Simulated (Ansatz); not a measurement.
Theory: Ansatz, DFT, revPBE, plane waves (420 eV) with PAW, scalar-relativistic. The PAW files were generated under PBE, with cores re-solved for the functional.

An element in the simple cubic structure gives this curve. The cell is scaled uniformly from the relaxed one, with fractional coordinates and shape fixed. Energies are extrapolated to zero smearing, pressures are those at the given smearing. Magnetic state: spin not included.

| V (Å³/atom) | E − E₀ (meV/atom) | P (GPa) |
| --- | --- | --- |
| 22.371 | 98.0 | 11.36 |
| 23.387 | 41.0 | 6.92 |
| 24.404 | 9.6 | 3.21 |
| 25.421 | -0.1 | 0.08 |
| 26.438 | 8.8 | -2.54 |
| 27.455 | 33.1 | -4.72 |
| 28.472 | 70.5 | -6.55 |

Question: Which element is it?
A. magnesium
B. selenium
C. hafnium
D. silver

Answer: C. Its fit is V₀ = 25.42 Å³/atom, B₀ = 72 GPa, B₀′ = 3.2.
